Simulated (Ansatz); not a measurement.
Relaxed bulk GaN:

```xyz
2
Lattice="0.0000 2.2491 2.2491 2.2491 0.0000 2.2491 2.2491 2.2491 0.0000" Properties=species:S:1:pos:R:3 pbc="T T T"
Ga    0.0000    0.0000    0.0000
N     3.3737    3.3737    3.3737
```

Miller indices refer to the conventional cell of F-43m (No. 216), a = 4.498 Å, b = 4.498 Å, c = 4.498 Å, α = 90.00°, β = 90.00°, γ = 90.00°. The bulk's gap is 1.70 eV.

The (100) slab of 11 planes, 11.2 Å thick with 15 Å of vacuum as cut; outer planes N (top) and N (bottom).

The calculation used Ansatz 0.2.0, DFT PBEsol, scalar-relativistic, plane waves, PAW. Settings: cutoff 420 eV, Γ-centred mesh 8×8×1 on the computed 11-atom cell, Gaussian smearing of 0.05 eV; no spin polarisation. The cell repeats along c with a dipole correction in the vacuum.

The slab isn't stoichiometric (Ga5N6), so its surface energy depends on the chemical potentials; it is given with the excess atoms taken from the element's standard state, a limit at which the compound may itself be unstable, so the figure can be too low. This cut of an insulator is polar or leaves open shells, so the slab is metallic here; real surfaces compensate by reconstruction or adsorbates.

Results for the relaxed slab:

For the relaxed slab, the surface energy with the excess atoms taken from the elements is 5.85 J/m², the gap of the slab on the mesh is none (metal or semimetal) and the work function is 7.71 eV.

Relaxation lowers the energy by 0.277 J/m² a face; the largest move is 0.164 Å.

```tsv
plane (bottom to top)	atoms	spacing to next, bulk (Å)	relaxed (Å)	change (%)
1	N	1.125	0.921	-18.1
2	Ga	1.125	1.194	+6.2
3	N	1.125	1.087	-3.3
4	Ga	1.125	1.136	+1.0
5	N	1.125	1.121	-0.3
6	Ga	1.125	1.121	-0.3
7	N	1.125	1.136	+1.0
8	Ga	1.125	1.087	-3.3
9	N	1.125	1.194	+6.2
10	Ga	1.125	0.921	-18.1
11	N
```

Spin polarisation was left out, and a magnetic state may lie lower.

The reference crystal is the zinc-blende form of GaN, which isn't its usual structure.